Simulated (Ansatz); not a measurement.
Molecular dynamics on a 2×2×2 supercell (16 atoms) of BP (rocksalt), relaxed with r2SCAN. Forces come from r2SCAN in the plane-wave code Ansatz: a Nosé-Hoover thermostat at fixed volume, 800 K, steps of 1.5 fs. Computed, non-magnetic; the trajectory is short and the cell small, so nothing here is a converged average. The structure comes from a prototype and may be hypothetical.

```yaml
crystal:
  lattice:
    - [0.0, 4.3108489554, 4.3108489554]
    - [4.3108489554, 0.0, 4.3108489554]
    - [4.3108489554, 4.3108489554, 0.0]
  atoms:
    - { symbol: B, position: [0.0, 0.0, 0.0] }
    - { symbol: P, position: [0.25, 0.25, 0.25] }
    - { symbol: B, position: [0.0, 0.0, 0.5] }
    - { symbol: P, position: [0.25, 0.25, 0.75] }
    - { symbol: B, position: [0.0, 0.5, 0.0] }
    - { symbol: P, position: [0.25, 0.75, 0.25] }
    - { symbol: B, position: [0.0, 0.5, 0.5] }
    - { symbol: P, position: [0.25, 0.75, 0.75] }
    - { symbol: B, position: [0.5, 0.0, 0.0] }
    - { symbol: P, position: [0.75, 0.25, 0.25] }
    - { symbol: B, position: [0.5, 0.0, 0.5] }
    - { symbol: P, position: [0.75, 0.25, 0.75] }
    - { symbol: B, position: [0.5, 0.5, 0.0] }
    - { symbol: P, position: [0.75, 0.75, 0.25] }
    - { symbol: B, position: [0.5, 0.5, 0.5] }
    - { symbol: P, position: [0.75, 0.75, 0.75] }
kpoints:
  mp_grid: { grid: [4, 4, 4] }
hamiltonian:
  xc: r2scan
scf:
  occupations: { method: fermi_dirac, width: 0.069 }
md:
  ensemble: nvt_nose_hoover
  temperature: 800
  timestep: 1.5
  n_steps: 40
  initial_velocities: maxwell_boltzmann
  seed: 5764
```

Command: `ansatz run input.yaml --threads 4 --pin off --max-ram 3686MiB --backend cpu --events-out ev --progress --plain --runs-dir out`. It ended after 7.6 min on 4 threads of Arm Neoverse N1 (shared host); peak host memory 1.1 GiB.

| step | t (fs) | T (K) | free energy F from step 0 (meV/atom) | kinetic energy (meV/atom) | largest force (eV/Å) |
| --- | --- | --- | --- | --- | --- |
| 0 | 0 | 800 | 0.0 | 96.9 | 0.00 |
| 1 | 1.5 | 797 | 0.4 | 96.6 | 0.18 |
| 2 | 3 | 788 | 1.5 | 95.5 | 0.35 |
| 3 | 4.5 | 771 | 3.4 | 93.5 | 0.52 |
| 4 | 6 | 748 | 6.3 | 90.6 | 0.71 |
| 5 | 7.5 | 717 | 10.1 | 86.9 | 0.94 |
| 6 | 9 | 679 | 14.6 | 82.3 | 1.18 |
| 7 | 10.5 | 636 | 19.9 | 77.1 | 1.41 |
| 8 | 12 | 587 | 25.8 | 71.2 | 1.64 |
| 9 | 13.5 | 535 | 32.2 | 64.8 | 1.87 |
| 10 | 15 | 481 | 38.8 | 58.3 | 2.06 |
| 11 | 16.5 | 431 | 44.9 | 52.3 | 2.23 |
| 12 | 18 | 389 | 50.0 | 47.2 | 2.34 |
| 13 | 19.5 | 361 | 53.6 | 43.7 | 2.38 |
| 14 | 21 | 349 | 55.1 | 42.3 | 2.37 |
| 15 | 22.5 | 357 | 54.2 | 43.2 | 2.38 |
| 16 | 24 | 384 | 51.0 | 46.5 | 2.32 |
| 17 | 25.5 | 427 | 45.8 | 51.8 | 2.18 |
| 18 | 27 | 483 | 39.2 | 58.5 | 1.96 |
| 19 | 28.5 | 544 | 31.8 | 66.0 | 1.69 |
| 20 | 30 | 605 | 24.6 | 73.3 | 1.37 |
| 21 | 31.5 | 659 | 18.2 | 79.9 | 1.20 |
| 22 | 33 | 702 | 13.2 | 85.1 | 1.23 |
| 23 | 34.5 | 731 | 10.0 | 88.6 | 1.24 |
| 24 | 36 | 746 | 8.5 | 90.3 | 1.23 |
| 25 | 37.5 | 747 | 8.7 | 90.5 | 1.17 |
| 26 | 39 | 737 | 10.1 | 89.4 | 1.24 |
| 27 | 40.5 | 721 | 12.4 | 87.4 | 1.39 |
| 28 | 42 | 703 | 15.0 | 85.2 | 1.60 |
| 29 | 43.5 | 687 | 17.3 | 83.2 | 1.91 |
| 30 | 45 | 677 | 18.7 | 82.0 | 2.21 |
| 31 | 46.5 | 679 | 18.8 | 82.2 | 2.47 |

The temperature starts at 800 K, is lowest at step 14 (349 K, 21 fs) and ends at 679 K. The atoms start on their lattice sites with kinetic energy alone, so much of it first passes into potential energy. By the last step the atoms have moved 0.28 Å in the root mean square, the drift of the whole cell taken out, 0.44 Å at most. The job's limit cut the run after 31 of 40 steps.

Positions (Å) and forces (eV/Å) at step 31:
```
B    0.372  -0.273  -0.059    -0.736   0.390  -0.872
P    2.254   2.460   2.165    -0.014  -1.118   0.514
B    2.180   2.451  -0.005     0.382  -0.857  -0.240
P    4.316   4.390   2.128    -1.365   0.509  -0.163
B    2.070  -0.047   2.302     1.049  -1.184  -1.896
P    4.497   2.203   4.314    -0.268   0.093  -1.073
B    4.322   2.017   2.064    -0.657  -0.828   0.371
P    6.265   4.425   4.126    -0.565   0.693   1.123
B    0.246   2.016   1.873     0.295   0.697   1.330
P    2.180   4.189   4.664     0.977   0.277   0.467
B    2.227   4.286   1.695     0.268   0.894   1.209
P    4.210   6.404   4.386    -0.635  -0.031   0.120
B    2.066   2.141   4.387     0.204   0.616  -0.923
P    4.346   4.130   6.596     0.337   0.484   0.792
B    4.080   4.223   4.212     0.685   0.175  -1.192
P    6.308   6.435   6.378     0.041  -0.809   0.434
```
